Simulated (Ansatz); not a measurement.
NaH in the zincblende structure, relaxed with r2SCAN: 3 runs in Ansatz 0.2.0, each a calculation of independent-particle optics. The symmetry is F-43m (No. 216, cubic); conventional cell a = 5.194 Å, 17.51 Å³ an atom. Na has 4 H at 2.25 Å; H has 4 Na at 2.25 Å. Values at 0 K without nuclear motion; spin polarisation is off, and the phase may be a hypothetical one.

```
CELL_PARAMETERS angstrom
0.00000 2.59692 2.59692
2.59692 0.00000 2.59692
2.59692 2.59692 0.00000
ATOMIC_POSITIONS crystal
Na 0.00000 0.00000 0.00000
H 0.25000 0.25000 0.25000
```

On meshes this coarse, single peaks can be features of the mesh. No local fields, no excitons; the zone sum runs over the cells of the mesh, and ε∞ includes the bands left out of the spectrum. Up to four peaks are listed, those above 15 % of the tallest and inside the complete range; the four can differ from row to row.

```csv
functional,k mesh,broadening (eV),scissors (eV),range (eV),direct gap on the mesh before scissors (eV),ε∞ xx,ε∞ yy,ε∞ zz,complete up to (eV),tallest peaks of mean ε₂ (eV)
r2SCAN,6×6×6,0.1,0.00,0–17,4.75,2.57,2.57,2.57,17.0,5.85 6.80
PBE,6×6×6,0.1,1.06 (to HSE06),0–17,4.32,2.53,2.53,2.53,17.0,6.40 7.30
```

Q: Estimate from these rows what the further settings give.
```csv
functional,k mesh,broadening (eV),scissors (eV),range (eV)
PBE,6×6×6,0.1,0.00,0–17
```

A:
```json
{"functional": "PBE", "k mesh": "6×6×6", "broadening (eV)": "0.1", "scissors (eV)": "0.00", "range (eV)": "0–17", "direct gap on the mesh before scissors (eV)": "4.32", "ε∞ xx": "2.80", "ε∞ yy": "2.80", "ε∞ zz": "2.80", "complete up to (eV)": "17.0", "tallest peaks of mean ε₂ (eV)": "5.35 6.25"}
```

The fundamental gap is indirect (3.63 eV with PBE on 6×6×6); the table holds the direct one.
